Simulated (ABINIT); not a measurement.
# BN (P6_3/mmc) in ABINIT: notebook

The runs below take BN through equation of state, band structure, with LDA, PBE.

All numbers are computed with ABINIT 10.8.3 (patched build); they aren't measurements. Logs are shortened: lines on timing, memory, paths and dates and some standing lists are left out, and cuts for length are marked. The log counts tension as positive stress, the text compression.

**1. The structure**

Symmetry: P6_3/mmc, No. 194, hexagonal system. The conventional cell has a = 2.498 Å, b = 2.498 Å, c = 6.636 Å, α = 90.00°, β = 90.00°, γ = 120.00°. N (site symmetry -6m2) has 3 B at 1.44 Å as nearest neighbours. B (site symmetry -6m2) is surrounded by 3 N at 1.44 Å.

**2. Equation of state, LDA**

The input, run.abi:

```
ndtset 7
getwfk -1
scalecart1 3*0.9795861087
scalecart2 3*0.9864848297
scalecart3 3*0.9932883884
scalecart4 3*1.0000000000
scalecart5 3*1.0066227096
scalecart6 3*1.0131594038
scalecart7 3*1.0196128224

pp_dirpath "./"
pseudos "N.LDA_PW-JTH.xml, B.LDA_PW-JTH.xml"

acell 2.49824 2.49824 6.6357 Angstrom
rprim
     1.0000000000     0.0000000000     0.0000000000
    -0.5000000000     0.8660254038     0.0000000000
     0.0000000000     0.0000000000     1.0000000000
ntypat 2
znucl 7 5
natom 4
typat 1 1 2 2
xred
     0.6666666667     0.3333333333     0.2500000000
     0.3333333333     0.6666666667     0.7500000000
     0.6666666667     0.3333333333     0.7500000000
     0.3333333333     0.6666666667     0.2500000000

ecut 544.227725 eV
pawecutdg 40.0
pawovlp 30

kptopt 1
ngkpt 12 12 4
nshiftk 1
shiftk 0.0 0.0 0.0

ixc 7

nband 12
occopt 3
tsmear 0.00183747

nstep 100
tolvrs 1.0e-9

iomode 3
prtwf 1
prtden 0
prteig 0
prtebands 0
enunit 1
```

Potentials or basis: JTH PAW LDA v2.0.

On the command line:

```
$ abinit run.abi > log 2>&1
```

run.abo:

```text
.Version 10.8.3 of ABINIT
 DATASET    1 : space group P6_3/m m c (#194); Bravais hP (primitive hexag.)
================================================================================
 Values of the parameters that define the memory need for DATASET  1.
     intxc =       0    ionmov =       0      iscf =      17    lmnmax =       8
     lnmax =       4     mgfft =      50  mpssoang =       2    mqgrid =    3498
     natom =       4  nloc_mem =       2    nspden =       1   nspinor =       1
    nsppol =       1      nsym =      24    n1xccc =       1    ntypat =       2
    occopt =       3   xclevel =       1
       mpw =         986          nfft =       20000          nkpt =          57
 PAW method is used; the additional fine FFT grid is defined by:
   mgfftf=        72    nfftf =     64800
================================================================================
================================================================================
[... 71 lines left out ...]
 DATASET    7 : space group P6_3/m m c (#194); Bravais hP (primitive hexag.)
================================================================================
 Values of the parameters that define the memory need for DATASET  7.
     intxc =       0    ionmov =       0      iscf =      17    lmnmax =       8
     lnmax =       4     mgfft =      54  mpssoang =       2    mqgrid =    3641
     natom =       4  nloc_mem =       2    nspden =       1   nspinor =       1
    nsppol =       1      nsym =      24    n1xccc =       1    ntypat =       2
    occopt =       3   xclevel =       1
       mpw =        1113          nfft =       21600          nkpt =          57
 PAW method is used; the additional fine FFT grid is defined by:
   mgfftf=        75    nfftf =     67500
================================================================================
================================================================================

--------------------------------------------------------------------------------
------------- Echo of variables that govern the present computation ------------
--------------------------------------------------------------------------------
 -outvars: echo values of preprocessed input variables --------
            acell      4.7209893968E+00  4.7209893968E+00  1.2539655654E+01 Bohr
              amu      1.40067400E+01  1.08110000E+01
             ecut      2.00000000E+01 Hartree
           enunit           1
           getwfk          -1
                       outvar_i_n : Printing only first  50 k-points.
              ixc           7
           jdtset        1    2    3    4    5    6    7
                       outvar_i_n : Printing only first  50 k-points.
         kptrlatt       12    0    0      0   12    0      0    0    4
          kptrlen1     4.91346899E+01
          kptrlen2     4.94807203E+01
          kptrlen3     4.98219774E+01
          kptrlen4     5.01586226E+01
          kptrlen5     5.04908086E+01
          kptrlen6     5.08186802E+01
          kptrlen7     5.11423748E+01
            natom           4
            nband          12
           ndtset           7
            ngfft1         20      20      50
            ngfft2         20      20      50
            ngfft3         20      20      54
            ngfft4         20      20      54
            ngfft5         20      20      54
            ngfft6         20      20      54
            ngfft7         20      20      54
          ngfftdg1         30      30      72
          ngfftdg2         30      30      72
          ngfftdg3         30      30      72
          ngfftdg4         30      30      72
          ngfftdg5         30      30      72
          ngfftdg6         30      30      75
          ngfftdg7         30      30      75
             nkpt          57
            nstep         100
             nsym          24
           ntypat           2
                       prtocc : prtvol=0, do not print more k-points.
           occopt           3
        pawecutdg      4.00000000E+01 Hartree
          pawovlp      3.0000000000E+01
           prtden           0
        prtebands           0
           prteig           0
            rprim1     9.7958610870E-01  0.0000000000E+00  0.0000000000E+00
                      -4.8979305435E-01  8.4834645534E-01  0.0000000000E+00
                       0.0000000000E+00  0.0000000000E+00  9.7958610870E-01
            rprim2     9.8648482970E-01  0.0000000000E+00  0.0000000000E+00
                      -4.9324241485E-01  8.5432092298E-01  0.0000000000E+00
                       0.0000000000E+00  0.0000000000E+00  9.8648482970E-01
            rprim3     9.9328838840E-01  0.0000000000E+00  0.0000000000E+00
                      -4.9664419420E-01  8.6021297765E-01  0.0000000000E+00
                       0.0000000000E+00  0.0000000000E+00  9.9328838840E-01
            rprim4     1.0000000000E+00  0.0000000000E+00  0.0000000000E+00
                      -5.0000000000E-01  8.6602540380E-01  0.0000000000E+00
                       0.0000000000E+00  0.0000000000E+00  1.0000000000E+00
            rprim5     1.0066227096E+00  0.0000000000E+00  0.0000000000E+00
                      -5.0331135480E-01  8.7176083856E-01  0.0000000000E+00
                       0.0000000000E+00  0.0000000000E+00  1.0066227096E+00
            rprim6     1.0131594038E+00  0.0000000000E+00  0.0000000000E+00
                      -5.0657970190E-01  8.7742178179E-01  0.0000000000E+00
                       0.0000000000E+00  0.0000000000E+00  1.0131594038E+00
            rprim7     1.0196128224E+00  0.0000000000E+00  0.0000000000E+00
                      -5.0980641120E-01  8.8301060624E-01  0.0000000000E+00
                       0.0000000000E+00  0.0000000000E+00  1.0196128224E+00
          spgroup         194
           tolvrs      1.00000000E-09
           tsmear      1.83747000E-03 Hartree
            typat      1  1  2  2
           useylm           1
                       outvars : Printing only first  50 k-points.
           xangst1     1.2236206001E+00  7.0645768287E-01  1.6250598854E+00
                       3.5521422437E-17  1.4129153657E+00  4.8751796561E+00
                       1.2236206001E+00  7.0645768287E-01  4.8751796561E+00
                       3.5521422437E-17  1.4129153657E+00  1.6250598854E+00
           xangst2     1.2322379305E+00  7.1143290088E-01  1.6365043461E+00
                       3.3289085431E-17  1.4228658018E+00  4.9095130383E+00
                       1.2322379305E+00  7.1143290088E-01  4.9095130383E+00
                       3.3289085431E-17  1.4228658018E+00  1.6365043461E+00
           xangst3     1.2407363917E+00  7.1633948976E-01  1.6477909397E+00
                       1.6883695267E-16  1.4326789795E+00  4.9433728192E+00
                       1.2407363917E+00  7.1633948976E-01  4.9433728192E+00
                       1.6883695267E-16  1.4326789795E+00  1.6477909397E+00
           xangst4     1.2491200000E+00  7.2117976826E-01  1.6589250000E+00
                       2.8915750897E-17  1.4423595365E+00  4.9767750000E+00
                       1.2491200000E+00  7.2117976826E-01  4.9767750000E+00
                       2.8915750897E-17  1.4423595365E+00  1.6589250000E+00
           xangst5     1.2573925590E+00  7.2595593244E-01  1.6699115785E+00
                      -2.9159148794E-16  1.4519118649E+00  5.0097347356E+00
                       1.2573925590E+00  7.2595593244E-01  5.0097347356E+00
                      -2.9159148794E-16  1.4519118649E+00  1.6699115785E+00
           xangst6     1.2655576745E+00  7.3067006405E-01  1.6807554639E+00
                       8.6828701626E-17  1.4613401281E+00  5.0422663918E+00
[... 16 lines left out ...]
                       2.3446519748E+00  1.3536854488E+00  9.3416207665E+00
                       3.1905560049E-16  2.7073708977E+00  3.1138735888E+00
            xcart4     2.3604946984E+00  1.3628322496E+00  3.1349139134E+00
                       5.4642849920E-17  2.7256644991E+00  9.4047417403E+00
                       2.3604946984E+00  1.3628322496E+00  9.4047417403E+00
                       5.4642849920E-17  2.7256644991E+00  3.1349139134E+00
            xcart5     2.3761275693E+00  1.3718578918E+00  3.1556755379E+00
                      -5.5102805285E-16  2.7437157836E+00  9.4670266137E+00
                       2.3761275693E+00  1.3718578918E+00  9.4670266137E+00
                      -5.5102805285E-16  2.7437157836E+00  3.1556755379E+00
            xcart6     2.3915574013E+00  1.3807663094E+00  3.1761675115E+00
                       1.6408246594E-16  2.7615326189E+00  9.5285025345E+00
                       2.3915574013E+00  1.3807663094E+00  9.5285025345E+00
                       1.6408246594E-16  2.7615326189E+00  3.1761675115E+00
            xcart7     2.4067906617E+00  1.3895612364E+00  3.1963984232E+00
                       3.0985722703E-16  2.7791224729E+00  9.5891952697E+00
                       2.4067906617E+00  1.3895612364E+00  9.5891952697E+00
                       3.0985722703E-16  2.7791224729E+00  3.1963984232E+00
             xred      6.6666666667E-01  3.3333333333E-01  2.5000000000E-01
                       3.3333333333E-01  6.6666666667E-01  7.5000000000E-01
                       6.6666666667E-01  3.3333333333E-01  7.5000000000E-01
                       3.3333333333E-01  6.6666666667E-01  2.5000000000E-01
            znucl        7.00000    5.00000

================================================================================

 chkinp: Checking input parameters for consistency, jdtset=   1.

 chkinp: Checking input parameters for consistency, jdtset=   2.

 chkinp: Checking input parameters for consistency, jdtset=   3.

 chkinp: Checking input parameters for consistency, jdtset=   4.
[... 48 lines left out ...]
- pspini: atom type   2  psp file is ./B.LDA_PW-JTH.xml
 Pseudopotential format is: paw10
 basis_size (lnmax)=  4 (lmn_size=  8), orbitals=   0   0   1   1
 Spheres core radius: rc_sph= 1.70616958
 Shapefunction is SIN type: shapef(r)=[sin(pi*r/rshp)/(pi*r/rshp)]**2
 Radius for shape functions =  1.40269776
 Compensation charge density is not taken into account in XC energy/potential

   2.26317558E+02                                ecore*ucvol(ha*bohr**3)
--------------------------------------------------------------------------------

[... 7 lines left out ...]

     iter   Etot(hartree)      deltaE(h)  residm     nres2
 ETOT  1  -26.121541721202    -2.612E+01 1.340E-01 4.588E+01
 ETOT  2  -26.033155346022     8.839E-02 8.386E-03 8.514E+00
 ETOT  3  -26.017878392408     1.528E-02 1.450E-02 7.517E-01
 ETOT  4  -26.014726540964     3.152E-03 2.923E-03 2.836E-02
 ETOT  5  -26.014723195375     3.346E-06 9.625E-04 6.802E-03
 ETOT  6  -26.014712112658     1.108E-05 6.399E-04 1.383E-04
 ETOT  7  -26.014712228215    -1.156E-07 3.511E-04 1.360E-05
 ETOT  8  -26.014712211894     1.632E-08 2.553E-04 2.606E-07
 ETOT  9  -26.014712212146    -2.520E-10 2.171E-04 2.996E-08
 ETOT 10  -26.014712212118     2.841E-11 1.464E-04 5.881E-09
 ETOT 11  -26.014712212112     6.150E-12 1.131E-04 1.489E-10
[... 1409 lines left out ...]
 Cartesian components of stress tensor (hartree/bohr^3)
  sigma(1 1)=  9.28507507E-04  sigma(3 2)=  0.00000000E+00
  sigma(2 2)=  9.28507506E-04  sigma(3 1)=  0.00000000E+00
  sigma(3 3)=  1.98504959E-04  sigma(2 1)=  0.00000000E+00

-Cartesian components of stress tensor (GPa)         [Pressure= -2.0158E+01 GPa]
- sigma(1 1)=  2.73176340E+01  sigma(3 2)=  0.00000000E+00
- sigma(2 2)=  2.73176340E+01  sigma(3 1)=  0.00000000E+00
- sigma(3 3)=  5.84021753E+00  sigma(2 1)=  0.00000000E+00

== END DATASET(S) ==============================================================
================================================================================

 -outvars: echo values of variables after computation  --------
            acell      4.7209893968E+00  4.7209893968E+00  1.2539655654E+01 Bohr
           etotal1    -2.6014712212E+01
           etotal2    -2.6016448500E+01
           etotal3    -2.6017276881E+01
           etotal4    -2.6017177104E+01
           etotal5    -2.6016304245E+01
           etotal6    -2.6014684023E+01
           etotal7    -2.6012420308E+01
            fcart1    -0.0000000000E+00 -0.0000000000E+00 -0.0000000000E+00
                      -0.0000000000E+00 -0.0000000000E+00 -0.0000000000E+00
                      -2.3289677994E-28  4.0338905577E-28 -0.0000000000E+00
                       2.3289677994E-28 -4.0338905577E-28 -0.0000000000E+00
            fcart2     5.7817019462E-29  3.3380671750E-29 -0.0000000000E+00
                      -4.0471913624E-28 -2.3366470225E-28 -0.0000000000E+00
                       5.7817019462E-29 -2.3366470225E-28 -0.0000000000E+00
                       2.8908509731E-28  4.3394873275E-28 -0.0000000000E+00
            fcart3    -4.0194700034E-28 -7.6249668619E-28 -0.0000000000E+00
                       5.7421000048E-29  3.3152029834E-29 -0.0000000000E+00
                      -1.7226300014E-28  4.3097638785E-28 -0.0000000000E+00
                       5.1678900043E-28  2.9836826851E-28 -0.0000000000E+00
            fcart4    -2.8517806299E-28 -1.6464763143E-28 -0.0000000000E+00
                       3.9924928819E-28  2.3050668400E-28 -0.0000000000E+00
                       3.9924928819E-28  2.3050668400E-28 -0.0000000000E+00
[... 58 lines left out ...]
                       1.2407363917E+00  7.1633948976E-01  4.9433728192E+00
                       1.6883695267E-16  1.4326789795E+00  1.6477909397E+00
           xangst4     1.2491200000E+00  7.2117976826E-01  1.6589250000E+00
                       2.8915750897E-17  1.4423595365E+00  4.9767750000E+00
                       1.2491200000E+00  7.2117976826E-01  4.9767750000E+00
                       2.8915750897E-17  1.4423595365E+00  1.6589250000E+00
           xangst5     1.2573925590E+00  7.2595593244E-01  1.6699115785E+00
                      -2.9159148794E-16  1.4519118649E+00  5.0097347356E+00
                       1.2573925590E+00  7.2595593244E-01  5.0097347356E+00
                      -2.9159148794E-16  1.4519118649E+00  1.6699115785E+00
           xangst6     1.2655576745E+00  7.3067006405E-01  1.6807554639E+00
                       8.6828701626E-17  1.4613401281E+00  5.0422663918E+00
                       1.2655576745E+00  7.3067006405E-01  5.0422663918E+00
                       8.6828701626E-17  1.4613401281E+00  1.6807554639E+00
           xangst7     1.2736187687E+00  7.3532413898E-01  1.6914612014E+00
                       1.6396938307E-16  1.4706482780E+00  5.0743836042E+00
                       1.2736187687E+00  7.3532413898E-01  5.0743836042E+00
                       1.6396938307E-16  1.4706482780E+00  1.6914612014E+00
             xred      6.6666666667E-01  3.3333333333E-01  2.5000000000E-01
                       3.3333333333E-01  6.6666666667E-01  7.5000000000E-01
                       6.6666666667E-01  3.3333333333E-01  7.5000000000E-01
                       3.3333333333E-01  6.6666666667E-01  2.5000000000E-01
 Calculation completed.
```

Wall time 1.9 min (1 thread of Arm Neoverse V1, shared host); peak memory 0.12 GiB.

What came out:

```yaml
Equilibrium_volume: "8.86 Å³/atom (rough: see the caveat)"
Bulk_modulus_at_fixed_shape_and_positions: 253 GPa (rough)
```

Energy against volume, from the lowest point:
| volume (Å³/atom) | energy (meV/atom) |
| --- | --- |
| 8.429 | 17.45 |
| 8.608 | 5.64 |
| 8.787 | 0.00 |
| 8.967 | 0.68 |
| 9.146 | 6.62 |
| 9.325 | 17.64 |
| 9.505 | 33.04 |

Caveat: the cutoff is too short for stress, so the log's stress isn't used; pressures at fixed basis lie under the slope of the energies; the cell was scaled at fixed shape and fractional positions, which overstates the stiffness of a crystal with free parameters, most of all of layers and chains; the fit is rough or its minimum lies at the end of the range; the atomic spheres overlap.

(Continued in part 2 of 2.)
